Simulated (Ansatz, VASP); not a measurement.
## Ti3Al in VASP and in Ansatz

Contents of POSCAR:

```
Ti3Al
1.0
    0.0000000000      3.1431931168      3.1431931168
    3.1431931168      0.0000000000      3.1431931168
    3.1431931168      3.1431931168      0.0000000000
Ti Al
3 1
Direct
    0.7500000000      0.7500000000      0.7500000000
    0.2500000000      0.2500000000      0.2500000000
    0.0000000000      0.0000000000      0.0000000000
    0.5000000000      0.5000000000      0.5000000000
```

The input INCAR.step1:

```
SYSTEM = Ti3Al
  PREC = Accurate
  ENCUT = 520
  ISMEAR = 1
  SIGMA = 0.15
  LREAL = .False.
  LASPH = .True.
  NELM = 60
  NBANDS = 28
  GGA = PE
  ALGO = Normal
  EDIFF = 1E-4
  LWAVE = .True.
  LCHARG = .False.
```

Contents of INCAR.step2:

```
SYSTEM = Ti3Al
  PREC = Accurate
  ENCUT = 520
  EDIFF = 1E-7
  ISMEAR = 1
  SIGMA = 0.15
  LREAL = .False.
  LASPH = .True.
  NELM = 60
  ALGO = Normal
  ISIF = 2
  LWAVE = .False.
  LCHARG = .False.
  METAGGA = R2SCAN
  LMIXTAU = .True.
  NBANDS = 28
  ISTART = 1
```

The input KPOINTS:

```
Automatic mesh
0
Gamma
  6 6 6
  0 0 0
```

Input for Ansatz:

```yaml
crystal:
  lattice:
    - [0.0, 3.1431931167975744, 3.1431931167975744]
    - [3.1431931167975744, 0.0, 3.1431931167975744]
    - [3.1431931167975744, 3.1431931167975744, 0.0]
  atoms:
    - { symbol: Ti, position: [0.75, 0.75, 0.75] }
    - { symbol: Ti, position: [0.25, 0.25, 0.25] }
    - { symbol: Ti, position: [0.0, 0.0, 0.0] }
    - { symbol: Al, position: [0.5, 0.5, 0.5] }
basis:
  ecutwfc: 600.0
kpoints:
  mp_grid:
    grid: [6, 6, 6]
hamiltonian:
  xc: r2scan
scf:
  convergence:
    dr2_threshold: 1.0e-08
  occupations:
    method: cold
    width: 0.15
output:
  stress: true
```

The cell comes from a database or a generator and needn't be the stable form of this composition.

Alike in both runs: task single point; functional r2SCAN; k mesh 6 × 6 × 6; no spin polarisation.

|  | VASP | Ansatz |
| --- | --- | --- |
| version | VASP 6.6.1 | Ansatz 0.2.0 |
| potentials or method | VASP PAW PBE potentials, release 64 (Ti_sv, Al) | plane waves, PAW |
| plane-wave cutoff (eV) | 520 | 600 |
| occupations | methfessel-paxton of order 1, width 0.15 eV | cold, width 0.15 eV |
| valence electrons in the cell | 39 | 39 |

|  | VASP | Ansatz | Ansatz less VASP |
| --- | --- | --- | --- |
| pressure (GPa) | 9.0 | 8.6 | -0.40 |

Ansatz warned: «stress_scf_threshold_loose».

Caveats: the PAW data sets were made with another functional, which shifts forces and pressure a little (VASP).
